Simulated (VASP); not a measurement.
Wanted: the native input for a VASP 6.6.1 run.

```yaml
Task: single point
Functional: PBEsol
Potentials_or_basis: VASP PAW PBE potentials, release 64 (Sn_d, H)
Cutoff: 520 eV
k_mesh: 3 × 6 × 1
Occupations: gaussian, width 0.05 eV
Spin: no spin polarisation
Dipole_correction: yes
Further_INCAR_settings: ALGO = Fast; EDIFF = 1e-06; NBANDS = 85
```

The structure of Sn5H2 lies in POSCAR:

```
Sn5H2
1.0
    9.2511606991      0.0000000000      0.0000000000
    0.0000000000      4.6255803495      0.0000000000
    0.0000000000      0.0000000000     20.4076949379
Sn H
10 4
Direct
    0.5000000000      0.0000000000      0.2457963278
    0.0000000000      0.0000000000      0.2457963278
    0.7500000000      0.0000000000      0.3259322579
    0.2500000000      0.0000000000      0.3259322579
    0.7500000000      0.5000000000      0.4073620423
    0.2500000000      0.5000000000      0.4040178110
    0.0017760294      0.5000000000      0.4865142757
    0.4982239706      0.5000000000      0.4865142757
    0.0958580814      0.0000000000      0.5515376036
    0.4041419186      0.0000000000      0.5515376036
    0.5092148627      0.3035343313      0.1962100729
    0.5092148627     -0.3035343313      0.1962100729
   -0.0092148627     -0.3035343313      0.1962100729
   -0.0092148627      0.3035343313      0.1962100729
```

These files were run (other wordings do the same):

INCAR

```
PREC = Accurate ; ENCUT = 520
EDIFF = 1E-6 ; ISMEAR = 0
SIGMA = 0.05 ; LREAL = F
LASPH = T ; NELM = 100
ALGO = Fast ; ISIF = 2
LWAVE = F ; LCHARG = T
LDIPOL = T ; IDIPOL = 3
DIPOL = 0.5 0.5 0.344 ; GGA = PS
LELF = T ; LVHAR = T
LVACPOTAV = T ; NBANDS = 85
```

KPOINTS

```
Automatic mesh
0
Gamma
  3 6 1
```

Potentials or basis: VASP PAW PBE potentials, release 64 (Sn_d, H).

Launch:

```console
$ cat potpaw_PBE.64/Sn_d/POTCAR potpaw_PBE.64/H/POTCAR > POTCAR
$ mpirun -np 1 vasp_std > vasp.out
```

It gave:

```json
{
  "Largest force": "0.367 eV/Å",
  "Band gap on the k mesh": "none (metal or under the smearing width)",
  "Work function of the upper face": "4.40 eV",
  "Work function of the lower face": "4.62 eV"
}
```

Caveat: the PAW data sets were made with another functional, which shifts forces and pressure a little.

It took 17 min on 1 thread of Intel(R) Xeon(R) 6975P-C (Granite Rapids) (shared host), peak memory 1 GiB.
